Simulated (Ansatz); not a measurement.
Ta:

```
Ta
1.0
     2.90037    0.00000    0.00000
    -1.45019    2.51180    0.00000
     0.00000    0.00000    5.16627
Ta
2
Direct
  0.33333 0.66667 0.25000
  0.66667 0.33333 0.75000
```

This isn't the form of Ta at room conditions, which is bcc.

Base run:

| Property | Result |
| --- | --- |
| Program | Ansatz 0.2.0 |
| Functional | RPBE |
| Potentials or basis | Ansatz PAW |
| Cutoff | 420 eV (not typed: the program's choice for these potentials) |
| k mesh | 11 × 11 × 5 |
| Occupations | fermi-dirac, width 0.05 eV |
| Spin | no spin polarisation |

Its results: band gap on the k mesh none (metal or under the smearing width); pressure 2.3 GPa.

Problem. The run is repeated on the same cell with these changes: functional from RPBE to revPBE. What comes out?

Solution. Band gap on the k mesh none (metal or under the smearing width); pressure 1.4 GPa.

Caveats: spin-orbit coupling is left out, which moves the levels of the heavy elements; the PAW data sets come from PBE, with cores solved anew for the run's functional, which leaves a small shift of forces and pressure.
